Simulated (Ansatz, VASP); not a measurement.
# One calculation of HfB, two programs

INCAR

```
SYSTEM = HfB
  PREC = Accurate
  ENCUT = 520
  EDIFF = 1E-6
  ISMEAR = 0
  SIGMA = 0.1
  LREAL = .False.
  LASPH = .True.
  NELM = 60
  ALGO = Normal
  ISIF = 2
  LWAVE = .False.
  LCHARG = .False.
  GGA = PE
  NBANDS = 14
```

The input KPOINTS:

```
Automatic mesh
0
Gamma
  16 16 16
  0 0 0
```

Contents of POSCAR:

```
HfB
1.0
    0.0000000000      2.3924835220      2.3924835220
    2.3924835220      0.0000000000      2.3924835220
    2.3924835220      2.3924835220      0.0000000000
Hf B
1 1
Direct
    0.5000000000      0.5000000000      0.5000000000
    0.0000000000      0.0000000000      0.0000000000
```

Input for Ansatz:

```yaml
crystal:
  lattice:
    - [0.0, 2.392483522, 2.392483522]
    - [2.392483522, 0.0, 2.392483522]
    - [2.392483522, 2.392483522, 0.0]
  atoms:
    - { symbol: Hf, position: [0.5, 0.5, 0.5] }
    - { symbol: B, position: [0.0, 0.0, 0.0] }
basis:
  ecutwfc: 420
kpoints:
  mp_grid: { grid: [16, 16, 16] }
hamiltonian:
  xc: pbe
scf:
  occupations: { method: gaussian, width: 0.1 }
output:
  forces: true
  stress: true
  eigenvalues: true
```

Alike in both runs: task single point; functional PBE; k mesh 16 × 16 × 16; occupations gaussian, width 0.1 eV; no spin polarisation.

|  | VASP | Ansatz |
| --- | --- | --- |
| version | VASP 6.6.1 | Ansatz 0.2.0 |
| potentials or method | VASP PAW PBE potentials, release 64 (Hf_pv, B) | scalar-relativistic, plane waves, PAW |
| plane-wave cutoff (eV) | 520 | 420 |
| valence electrons in the cell | 13 | 29 |

```tsv
	VASP	Ansatz	Ansatz less VASP
gap on the k mesh at the Fermi level (eV)	none	none	-
pressure (GPa)	5.7	5.5	-0.20
```

A gap of «none» marks a metal or a gap that the smearing closes. With one functional, cell and mesh, what is left measures potentials, basis and numerics. The two sets of potentials don't hold the same shells in valence.

The runs have no spin-orbit coupling, so splittings on Hf are missing.
